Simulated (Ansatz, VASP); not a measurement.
# H20C59 (graphene armchair nanoribbon, H-capped): VASP beside Ansatz, part 2 of 3

Aim: how closely do two programs agree when they are given the same cell, functional and k mesh? Of the first pair: The structure shown is the start of the Ansatz relaxation below; VASP solves that cell, so the two are compared at the walk's first step.

VASP 6.6.1 and Ansatz 0.2.0.

So far: Set-up; Ansatz: relaxation, RPBE with D3(BJ).

### 3. VASP: single point, RPBE with D3(BJ), start cell, pair 1

Level of this step: RPBE with D3(BJ), spin-polarised from a ferromagnetic start; plane waves and PAW (C, H) (VASP).

The same cell, functional, mesh and smearing now go to VASP, with its own data sets.

Lines of VASP's logs that name or quote its potential files are left out, and so is its time.

Input file INCAR:

```
SYSTEM = H20C59
PREC = Accurate
ENCUT = 520
EDIFF = 1E-06
NELM = 200
ISMEAR = 0
SIGMA = 0.025
LREAL = Auto
ALGO = Normal
GGA = RP
IVDW = 12
NBANDS = 184
ISPIN = 2
MAGMOM = 0.01 0 -0 0.01 -0 0 0 0.01 0.03 0.04 0.01 0.01 0 0 0 0 -0 -0 -0 0 -0 0.02 0 0 0 0 0 0 0 -0 0 -0 0 0.01 0.01 -0 0.01 -0 0 0 0.01 -0 0 -0.01 0.01 -0 0.03 -0.01 0.03 -0.01 0.02 -0 0.03 0 0.3 0.01 -0.01 0.12 -0 -0 0 -0 -0 -0 -0 0 -0 -0 -0 -0 0 0 -0 -0 0 0 0 -0 0
LORBIT = 11
LWAVE = .FALSE.
LCHARG = .FALSE.
ISIF = 2
LASPH = .TRUE.
GGA_COMPAT = .FALSE.
NCORE = 2
```

Input file POSCAR:

```
H20C59
1.0
   21.3042200000      0.0000000000      0.0000000000
    0.0000000000     18.0379400000      0.0000000000
    0.0000000000      0.0000000000     10.0000000000
C H
59 20
Direct
    0.0338383663      0.3971517812      0.5000000000
    0.0677283656      0.3302317227      0.5000000000
    0.1322695691      0.3302317227      0.5000000000
    0.1661595684      0.3971517812      0.5000000000
    0.0333408123      0.5345676945      0.5000000000
    0.0666581551      0.4654300879      0.5000000000
    0.1333397796      0.4654300879      0.5000000000
    0.1666618163      0.5345676945      0.5000000000
    0.0322706018      0.6697716036      0.5000000000
    0.0661606010      0.6028515451      0.5000000000
    0.1338420275      0.6028515451      0.5000000000
    0.1677320268      0.6697716036      0.5000000000
    0.2338409949      0.3971517812      0.5000000000
    0.2677309941      0.3302317227      0.5000000000
    0.3322721977      0.3302317227      0.5000000000
    0.3661621970      0.3971517812      0.5000000000
    0.2333387470      0.5345676945      0.5000000000
    0.2666607836      0.4654300879      0.5000000000
    0.3333377143      0.4654300879      0.5000000000
    0.3666597510      0.5345676945      0.5000000000
    0.2322685365      0.6697716036      0.5000000000
    0.2661585357      0.6028515451      0.5000000000
    0.3338399622      0.6028515451      0.5000000000
    0.3677299615      0.6697716036      0.5000000000
    0.4338389296      0.3971517812      0.5000000000
    0.4677289288      0.3302317227      0.5000000000
    0.5322701324      0.3302317227      0.5000000000
    0.5661601317      0.3971517812      0.5000000000
    0.4333413756      0.5345676945      0.5000000000
    0.4666587183      0.4654300879      0.5000000000
    0.5333403429      0.4654300879      0.5000000000
    0.5666576857      0.5345676945      0.5000000000
    0.4322711651      0.6697716036      0.5000000000
    0.4661611643      0.6028515451      0.5000000000
    0.5338378969      0.6028515451      0.5000000000
    0.5677278962      0.6697716036      0.5000000000
    0.6338415582      0.3971517812      0.5000000000
    0.6677315574      0.3302317227      0.5000000000
    0.7322680671      0.3302317227      0.5000000000
    0.7661580663      0.3971517812      0.5000000000
    0.6333393102      0.5345676945      0.5000000000
    0.6666613469      0.4654300879      0.5000000000
    0.7333382776      0.4654300879      0.5000000000
    0.7666603142      0.5345676945      0.5000000000
    0.6322690997      0.6697716036      0.5000000000
    0.6661590990      0.6028515451      0.5000000000
    0.7338405255      0.6028515451      0.5000000000
    0.7677305248      0.6697716036      0.5000000000
    0.8338394928      0.3971517812      0.5000000000
    0.8677294921      0.3302317227      0.5000000000
    0.9322706957      0.3302317227      0.5000000000
    0.9661606949      0.3971517812      0.5000000000
    0.8333419388      0.5345676945      0.5000000000
    0.8666592816      0.4654300879      0.5000000000
    0.9333409062      0.4654300879      0.5000000000
    0.8322717283      0.6697716036      0.5000000000
    0.8661617276      0.6028515451      0.5000000000
    0.9338384602      0.6028515451      0.5000000000
    0.9677284594      0.6697716036      0.5000000000
    0.0434420974      0.2773210245      0.5000000000
    0.1565605312      0.2773210245      0.5000000000
    0.0565615639      0.7226823019      0.5000000000
    0.1434410647      0.7226823019      0.5000000000
    0.2434400321      0.2773210245      0.5000000000
    0.3565584659      0.2773210245      0.5000000000
    0.2565594985      0.7226823019      0.5000000000
    0.3434389994      0.7226823019      0.5000000000
    0.4434379668      0.2773210245      0.5000000000
    0.5565610945      0.2773210245      0.5000000000
    0.4565621271      0.7226823019      0.5000000000
    0.5434416280      0.7226823019      0.5000000000
    0.6434405953      0.2773210245      0.5000000000
    0.7565590292      0.2773210245      0.5000000000
    0.6565600618      0.7226823019      0.5000000000
    0.7434395627      0.7226823019      0.5000000000
    0.8434385300      0.2773210245      0.5000000000
    0.9565616577      0.2773210245      0.5000000000
    0.8565579965      0.7226823019      0.5000000000
    0.9434421913      0.7226823019      0.5000000000
```

Input file KPOINTS:

```
Automatic mesh
0
Gamma
1 1 1
0 0 0
```

Potentials, in the order of the species: C and H (PBE family, release 64).

On the command line:

```sh
mpirun -np 8 vasp_gam
```

Numbers of over 12 decimals in the logs are rounded to 6 here.

Output:

```text
[banner, memory and clock lines left out]
running    8 mpi-ranks, on    1 nodes
[...]
|                                                                             |
|               ----> ADVICE to this user running VASP <----                  |
|                                                                             |
|     You enforced a specific xc type in the INCAR file but a different       |
|     [... a line on the potential file left out ...]
|     I HOPE YOU KNOW WHAT YOU ARE DOING!                                     |
|                                                                             |

 LDA part: xc-table for (Slater+PW92), standard interpolation
 POSCAR, INCAR and KPOINTS ok, starting setup
[...]
entering main loop
       N       E                     dE             d eps       ncg     rms          rms(c)
DAV:   1     0.280914985584E+04    0.28091E+04   -0.96012E+04   800   0.107E+03
DAV:   2     0.300127829042E+02   -0.27791E+04   -0.25969E+04  1192   0.236E+02
DAV:   3    -0.598038925289E+03   -0.62805E+03   -0.62337E+03   936   0.126E+02
DAV:   4    -0.628235197039E+03   -0.30196E+02   -0.30031E+02   928   0.363E+01
[...]
DAV:  40    -0.580406703229E+03   -0.44933E-05   -0.13787E-07   520   0.759E-04    0.993E-04
DAV:  41    -0.580406705283E+03   -0.20543E-05   -0.74505E-08   544   0.569E-04    0.527E-04
DAV:  42    -0.580406706045E+03   -0.76178E-06   -0.52991E-08   528   0.377E-04
   1 F= -.60063523E+03 E0= -.60063004E+03  d E =-.103802E-01  mag=    -0.0000
```

Parts of OUTCAR (step 3):

```text
  FREE ENERGIE OF THE ION-ELECTRON SYSTEM (eV)
  ---------------------------------------------------
  free  energy   TOTEN  =      -600.6352334957 eV

  energy  without entropy=     -600.6248532611  energy(sigma->0) =     -600.63004338

 magnetization (x)
# of ion       s       p       d       tot
------------------------------------------
    1       -0.000   0.000   0.000  -0.000
    2        0.000  -0.000   0.000  -0.000
    3       -0.000  -0.000   0.000  -0.000
    4        0.000   0.000   0.000   0.000
    5        0.000   0.000   0.000   0.000
    6        0.000   0.000   0.000   0.000
    7       -0.000   0.000   0.000   0.000
    8       -0.000  -0.000   0.000  -0.000
    9        0.000   0.000   0.000   0.000
   10        0.000   0.000   0.000   0.000
   11        0.000   0.000   0.000   0.000
   12        0.000  -0.000   0.000   0.000
   13       -0.000   0.000   0.000  -0.000
[...]
--------------------------------------------------
tot          0.000   0.000   0.000   0.000

[... 1 further part left out ...]
```

### 4. Comparison

Known differences besides the potentials themselves: VASP starts from the moments at which Ansatz ended; the cutoff is 420 eV in Ansatz and 520 eV in VASP (PREC = Accurate, projectors in real space); Ansatz makes its cores anew for this functional, VASP keeps those of its PBE data sets. Total energies have different zeros and are not compared.

Forces on 7 of the 79 atoms, those with the largest forces and the largest differences (eV/Å; atoms numbered as in POSCAR):

```csv
atom,"Ansatz x, y, z","VASP x, y, z"
C5,"1.640, 2.279, 0.000","1.145, 0.219, 0.000"
C6,"-1.710, 0.258, 0.000","-2.379, 0.284, 0.000"
C10,"-0.834, -1.679, 0.000","-2.225, -0.344, 0.000"
C54,"1.260, 0.313, 0.000","1.169, 1.707, 0.000"
C55,"-2.006, -1.143, 0.000","-0.380, -1.158, 0.000"
C57,"1.597, -1.538, 0.000","1.716, -1.981, 0.000"
C59,"0.368, -1.789, 0.000","0.903, -2.311, 0.000"
```

The forces differ by 264 meV/Å r.m.s., which is 61.4 % of the r.m.s. force of 0.430 eV/Å (both taken over all components). Moments aren't recorded for both runs of this pair, so they may hold unlike magnetic states. With vacuum in the cell, a pressure given here is an average over mostly empty space and none of the material.

### 5. Ansatz: relaxation, RPBE with D3(BJ)

This run makes the geometry at which the two programs are then compared.

The structure compared here is the end of the Ansatz relaxation.

Input file input.yaml:

```yaml
crystal:
  lattice:
    - [21.30422, 0.0, 0.0]
    - [0.0, 18.03794, 0.0]
    - [0.0, 0.0, 10.0]
  atoms:
    - { symbol: C, position: [0.03384, 0.39715, 0.5] }
    - { symbol: C, position: [0.06773, 0.33023, 0.5], spin: -0.6 }
    - { symbol: C, position: [0.13227, 0.33023, 0.5], spin: -0.6 }
    - { symbol: C, position: [0.16616, 0.39715, 0.5] }
    - { symbol: C, position: [0.03334, 0.53457, 0.5] }
    - { symbol: C, position: [0.06666, 0.46543, 0.5] }
    - { symbol: C, position: [0.13334, 0.46543, 0.5] }
    - { symbol: C, position: [0.16666, 0.53457, 0.5] }
    - { symbol: C, position: [0.03227, 0.66977, 0.5], spin: 0.6 }
    - { symbol: C, position: [0.06616, 0.60285, 0.5] }
    - { symbol: C, position: [0.13384, 0.60285, 0.5] }
    - { symbol: C, position: [0.16773, 0.66977, 0.5], spin: 0.6 }
    - { symbol: C, position: [0.23384, 0.39715, 0.5] }
    - { symbol: C, position: [0.26773, 0.33023, 0.5], spin: -0.6 }
    - { symbol: C, position: [0.33227, 0.33023, 0.5], spin: -0.6 }
    - { symbol: C, position: [0.36616, 0.39715, 0.5] }
    - { symbol: C, position: [0.23334, 0.53457, 0.5] }
    - { symbol: C, position: [0.26666, 0.46543, 0.5] }
    - { symbol: C, position: [0.33334, 0.46543, 0.5] }
    - { symbol: C, position: [0.36666, 0.53457, 0.5] }
    - { symbol: C, position: [0.23227, 0.66977, 0.5], spin: 0.6 }
    - { symbol: C, position: [0.26616, 0.60285, 0.5] }
    - { symbol: C, position: [0.33384, 0.60285, 0.5] }
    - { symbol: C, position: [0.36773, 0.66977, 0.5], spin: 0.6 }
    - { symbol: C, position: [0.43384, 0.39715, 0.5] }
    - { symbol: C, position: [0.46773, 0.33023, 0.5], spin: -0.6 }
    - { symbol: C, position: [0.53227, 0.33023, 0.5], spin: -0.6 }
    - { symbol: C, position: [0.56616, 0.39715, 0.5] }
    - { symbol: C, position: [0.43334, 0.53457, 0.5] }
    - { symbol: C, position: [0.46666, 0.46543, 0.5] }
    - { symbol: C, position: [0.53334, 0.46543, 0.5] }
    - { symbol: C, position: [0.56666, 0.53457, 0.5] }
    - { symbol: C, position: [0.43227, 0.66977, 0.5], spin: 0.6 }
    - { symbol: C, position: [0.46616, 0.60285, 0.5] }
    - { symbol: C, position: [0.53384, 0.60285, 0.5] }
    - { symbol: C, position: [0.56773, 0.66977, 0.5], spin: 0.6 }
    - { symbol: C, position: [0.63384, 0.39715, 0.5] }
    - { symbol: C, position: [0.66773, 0.33023, 0.5], spin: -0.6 }
    - { symbol: C, position: [0.73227, 0.33023, 0.5], spin: -0.6 }
    - { symbol: C, position: [0.76616, 0.39715, 0.5] }
    - { symbol: C, position: [0.63334, 0.53457, 0.5] }
    - { symbol: C, position: [0.66666, 0.46543, 0.5] }
    - { symbol: C, position: [0.73334, 0.46543, 0.5] }
    - { symbol: C, position: [0.76666, 0.53457, 0.5] }
    - { symbol: C, position: [0.63227, 0.66977, 0.5], spin: 0.6 }
    - { symbol: C, position: [0.66616, 0.60285, 0.5] }
    - { symbol: C, position: [0.73384, 0.60285, 0.5] }
    - { symbol: C, position: [0.76773, 0.66977, 0.5], spin: 0.6 }
    - { symbol: C, position: [0.83384, 0.39715, 0.5] }
    - { symbol: C, position: [0.86773, 0.33023, 0.5], spin: -0.6 }
    - { symbol: C, position: [0.93227, 0.33023, 0.5], spin: -0.6 }
    - { symbol: C, position: [0.96616, 0.39715, 0.5] }
    - { symbol: C, position: [0.83334, 0.53457, 0.5] }
    - { symbol: C, position: [0.86666, 0.46543, 0.5] }
    - { symbol: C, position: [0.93334, 0.46543, 0.5] }
    - { symbol: C, position: [0.83227, 0.66977, 0.5], spin: 0.6 }
    - { symbol: C, position: [0.86616, 0.60285, 0.5] }
    - { symbol: C, position: [0.93384, 0.60285, 0.5] }
    - { symbol: C, position: [0.96773, 0.66977, 0.5], spin: 0.6 }
    - { symbol: H, position: [0.04344, 0.27732, 0.5] }
    - { symbol: H, position: [0.15656, 0.27732, 0.5] }
    - { symbol: H, position: [0.05656, 0.72268, 0.5] }
    - { symbol: H, position: [0.14344, 0.72268, 0.5] }
    - { symbol: H, position: [0.24344, 0.27732, 0.5] }
    - { symbol: H, position: [0.35656, 0.27732, 0.5] }
    - { symbol: H, position: [0.25656, 0.72268, 0.5] }
    - { symbol: H, position: [0.34344, 0.72268, 0.5] }
    - { symbol: H, position: [0.44344, 0.27732, 0.5] }
    - { symbol: H, position: [0.55656, 0.27732, 0.5] }
    - { symbol: H, position: [0.45656, 0.72268, 0.5] }
    - { symbol: H, position: [0.54344, 0.72268, 0.5] }
    - { symbol: H, position: [0.64344, 0.27732, 0.5] }
    - { symbol: H, position: [0.75656, 0.27732, 0.5] }
    - { symbol: H, position: [0.65656, 0.72268, 0.5] }
    - { symbol: H, position: [0.74344, 0.72268, 0.5] }
    - { symbol: H, position: [0.84344, 0.27732, 0.5] }
    - { symbol: H, position: [0.95656, 0.27732, 0.5] }
    - { symbol: H, position: [0.85656, 0.72268, 0.5] }
    - { symbol: H, position: [0.94344, 0.72268, 0.5] }
magnetization:
  spin_polarized: true
kpoints:
  mp_grid: { grid: [1, 1, 1] }
hamiltonian:
  xc: rpbe
  dispersion: d3bj
scf:
  occupations: { method: gaussian, width: 0.025 }
  lower_state_search: "off"
output:
  forces: true
  eigenvalues: true
relax:
  f_tol: 0.05
  max_steps: 90
```

On the command line:

```sh
ansatz run input.yaml --threads 4 --pin off --max-ram 15872MiB --backend cpu --events-out ev --progress --plain --runs-dir out
```

Output:

```text
[...]
Crystal: 79 atoms, lattice volume = 3842.842 Å³
Basis set: ecut = 420 eV, 75179 PW (Γ), exchange–correlation on 288×250×144 points (8 copies of the dense FFT grid, shifted against one another)
Bands: 213, of which v1, the nominal top of the filled ones, is band 128 counted from 1 (127 counted from 0)
Symmetry: 2 space group operations
[...]
k-points: 1
[...]
Starting moments: Σ|m| = 12 μB on 20 of 79 sites
[...]
- { symbol: H, position: [0.044048, 0.283661, 0.5] }
    - { symbol: H, position: [0.157415, 0.286712, 0.5] }
    - { symbol: H, position: [0.053620, 0.735110, 0.5] }
    - { symbol: H, position: [0.142003, 0.730090, 0.5] }
    - { symbol: H, position: [0.239351, 0.286406, 0.5] }
    - { symbol: H, position: [0.351201, 0.284065, 0.5] }
    - { symbol: H, position: [0.255057, 0.729805, 0.5] }
    - { symbol: H, position: [0.346277, 0.728444, 0.5] }
[...]
- { symbol: H, position: [0.844067, 0.263652, 0.5] }
    - { symbol: H, position: [0.957699, 0.266238, 0.5] }
    - { symbol: H, position: [0.865638, 0.707168, 0.5] }
    - { symbol: H, position: [0.937865, 0.714779, 0.5] }
```

[end of part 2 of 3]

[Lines on the potential files, build, host, timing and source positions are cut from VASP's logs without a mark.]

[Logs are printed without paths, hosts, clocks, repeated set-up lines and the standing remarks that a program may print on its own settings, such as how far it seeks lower states.]

[Hosts, paths, dates, database ids (printed as entryN), source tags and the programs' standing remarks are cut or masked in the printed files.]
